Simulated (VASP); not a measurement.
Level of theory: RPBE GGA, VASP's PBE PAW potentials (set 64) (plane waves; VASP).

The input files of a VASP run:

### POSCAR
```
CsBr
4.5769050
  0.9999999115   0.0000000000   0.0000000000
  0.0000000000   0.9999999115   0.0000000000
  0.0000000000   0.0000000000   0.9999999115
Cs Br
1 1
Direct
  0.0000000000   0.0000000000   0.0000000000
  0.5000000000   0.5000000000   0.5000000000
```

**INCAR**
```
! general
SYSTEM  = CsBr
PREC    = Accurate
ENCUT   = 520
LREAL   = .FALSE.
LASPH   = .TRUE.   ! aspherical one-centre terms

! electronic loop
EDIFF   = 1E-7   ! SCF stop (eV)
NELM    = 100   ! most electronic steps
ALGO    = Normal   ! blocked Davidson
LMAXMIX = 4   ! l cut-off of mixed one-centre charges

! smearing
ISMEAR  = -5   ! tetrahedra, Bloechl

! functional
GGA     = RP   ! RPBE

! ions
ISIF    = 2   ! forces and stress, cell fixed

! output
LWAVE   = .FALSE.
LCHARG  = .TRUE.
LORBIT  = 11
NEDOS   = 601   ! DOS grid
```

File KPOINTS:
```
Automatic mesh
0
Gamma
7 7 7
0 0 0
```

POTCAR, in this order: Cs_sv Br (PBE.64 set). Program: vasp_std.

The run wrote:

File OUTCAR:
```
 ion  position               nearest neighbor table
   1  0.000  0.000  0.000-
   2  0.500  0.500  0.500-
  LATTYP: Found a simple cubic cell.
 ALAT       =     4.5769045950
 Subroutine PRICEL returns:
 Original cell was already a primitive cell.
 Subroutine GETGRP returns: Found 48 space group operations
The static configuration has the point symmetry O_h .
The dynamic configuration has the point symmetry O_h .
 Subroutine INISYM returns: Found 48 space group operations
 Subroutine IBZKPT returns following result:
 Found     20 irreducible k-points:

 Following reciprocal coordinates:
            Coordinates               Weight
  0.000000  0.000000  0.000000      1.000000
  0.142857  0.000000  0.000000      6.000000
  0.285714  0.000000  0.000000      6.000000
  0.428571  0.000000  0.000000      6.000000
  0.142857  0.142857  0.000000     12.000000
  0.285714  0.142857  0.000000     24.000000
  0.428571  0.142857  0.000000     24.000000
  0.285714  0.285714  0.000000     12.000000
  0.428571  0.285714  0.000000     24.000000
  0.428571  0.428571  0.000000     12.000000
  0.142857  0.142857  0.142857      8.000000
  0.285714  0.142857  0.142857     24.000000
  0.428571  0.142857  0.142857     24.000000
  0.285714  0.285714  0.142857     24.000000
  0.428571  0.285714  0.142857     48.000000
  0.428571  0.428571  0.142857     24.000000
  0.285714  0.285714  0.285714      8.000000
  0.428571  0.285714  0.285714     24.000000
  0.428571  0.428571  0.285714     24.000000
  0.428571  0.428571  0.428571      8.000000
   k-points           NKPTS =     20   k-points in BZ     NKDIM =     20   number of bands    NBANDS=     12
   number of dos      NEDOS =    601   number of ions     NIONS =      2
   total plane-waves  NPLWV =  46656
   dimension x,y,z NGX =    36 NGY =   36 NGZ =   36
   dimension x,y,z NGXF=    72 NGYF=   72 NGZF=   72
   ions per type =               1   1
   PREC   = accura    normal or accurate (medium, high low for compatibility)
   ISTART =      0    job   : 0-new  1-cont  2-samecut
   ICHARG =      2    charge: 1-file 2-atom 10-const
   ISPIN  =      1    spin polarized calculation?
   LNONCOLLINEAR =      F non collinear calculations
   LSORBIT =      F    spin-orbit coupling
   INIWAV =      1    electr: 0-lowe 1-rand  2-diag
   ENCUT  =  520.0 eV  38.22 Ry    6.18 a.u.   8.51  8.51  8.51*2*pi/ulx,y,z
   NELM   =    100;   NELMIN=  2; NELMDL= -5     # of ELM steps
   EDIFF  = 0.1E-06   stopping-criterion for ELM
   LREAL  =      F    real-space projection
   NLSPLINE    = F    spline interpolate recip. space projectors
   LMAXMIX     =    4 max onsite mixed and CHGCAR
   VOSKOWN=      0    Vosko Wilk Nusair interpolation
   EDIFFG = 0.1E-05   stopping-criterion for IOM
   NSW    =      0    number of steps for IOM
   NBLOCK =      1;   KBLOCK =      1    inner block; outer block
   IBRION =     -1    ionic relax: 0-MD 1-quasi-New 2-CG
   NFREE  =      0    steps in history (QN), initial steepest desc. (CG)
   ISIF   =      2    stress and relaxation
   ISYM   =      2    0-nonsym 1-usesym 2-fastsym
   TEIN   =    0.0    initial temperature
   TEBEG  =    0.0;   TEEND  =   0.0 temperature during run
   SMASS  =  -3.00    Nose mass-parameter (am)
   PSTRESS=    0.0 pullay stress
   NELECT =      16.0000    total number of electrons
   EFERMI =   0.00;   METHOD = LEGACY
   ISMEAR =    -5;   SIGMA  =   0.20  broadening in eV -4-tet -1-fermi 0-gaus
   IALGO  =     38    algorithm
   LDIAG  =      T    sub-space diagonalisation (order eigenvalues)
   IMIX   =      4    mixing-type and parameters
     AMIX     =   0.40;   BMIX     =  1.00
     AMIX_MAG =   1.60;   BMIX_MAG =  1.00
...
```

OSZICAR:
```
       N       E                     dE             d eps       ncg     rms          rms(c)
DAV:   1     0.103358564332E+03    0.10336E+03   -0.64579E+03   480   0.111E+03
DAV:   2     0.312056453966E+01   -0.10024E+03   -0.93844E+02   732   0.172E+02
DAV:   3    -0.585609367038E+01   -0.89767E+01   -0.89411E+01   608   0.608E+01
DAV:   4    -0.597170934256E+01   -0.11562E+00   -0.11557E+00   548   0.807E+00
DAV:   5    -0.597277773788E+01   -0.10684E-02   -0.10683E-02   600   0.760E-01    0.202E+00
DAV:   6    -0.568645063936E+01    0.28633E+00   -0.42494E-01   548   0.316E+00    0.129E+00
DAV:   7    -0.564393123093E+01    0.42519E-01   -0.24645E-01   568   0.253E+00    0.705E-01
DAV:   8    -0.565518203588E+01   -0.11251E-01   -0.26241E-02   560   0.125E+00    0.138E-01
DAV:   9    -0.565648030247E+01   -0.12983E-02   -0.40213E-03   568   0.430E-01    0.103E-01
DAV:  10    -0.565682880931E+01   -0.34851E-03   -0.50564E-04   548   0.221E-01    0.139E-02
DAV:  11    -0.565684256693E+01   -0.13758E-04   -0.44247E-05   588   0.466E-02    0.746E-03
DAV:  12    -0.565684705286E+01   -0.44859E-05   -0.18510E-05   568   0.353E-02    0.207E-03
DAV:  13    -0.565684711313E+01   -0.60266E-07   -0.26311E-07   596   0.446E-03
   1 F= -.56568471E+01 E0= -.56568471E+01  d E =0.000000E+00
```

### OUTCAR
```
------------------------ aborting loop because EDIFF is reached ----------------------------------------
  FORCE on cell =-STRESS in cart. coord.  units (eV):
  Direction    XX          YY          ZZ          XY          YZ          ZX
  --------------------------------------------------------------------------------------
  Total        0.0127614      0.0127614      0.0127614     -0.0000000      0.0000000      0.0000000
  in kB        0.2132523      0.2132523      0.2132523     -0.0000000      0.0000000      0.0000000
  external PRESSURE =       0.2132523 kB  Pullay stress =       0.0000000 kB
  volume of cell :       95.88
      direct lattice vectors                 reciprocal lattice vectors
     4.576904595  0.000000000  0.000000000     0.218488277  0.000000000  0.000000000
     0.000000000  4.576904595  0.000000000     0.000000000  0.218488277  0.000000000
     0.000000000  0.000000000  4.576904595     0.000000000  0.000000000  0.218488277
 POSITION                                       TOTAL-FORCE (eV/Angst)
 -----------------------------------------------------------------------------------
      0.00000      0.00000      0.00000         0.000000      0.000000      0.000000
      2.28845      2.28845      2.28845         0.000000      0.000000      0.000000
 -----------------------------------------------------------------------------------
    total drift:                                0.000000      0.000000      0.000000
  FREE ENERGIE OF THE ION-ELECTRON SYSTEM (eV)
  ---------------------------------------------------
  free  energy   TOTEN  =        -5.6568471131 eV

  energy  without entropy=       -5.6568471131  energy(sigma->0) =       -5.65684711

 total charge

# of ion       s       p       d       tot
------------------------------------------
    1        1.834   4.735   0.017   6.587
    2        1.602   3.289   0.001   4.892
--------------------------------------------------
tot          3.436   8.024   0.018  11.478
```
(Selected blocks of OUTCAR.)

The compound is CsBr in the CsCl type structure. It was relaxed first, which changed the volume by +21 %.
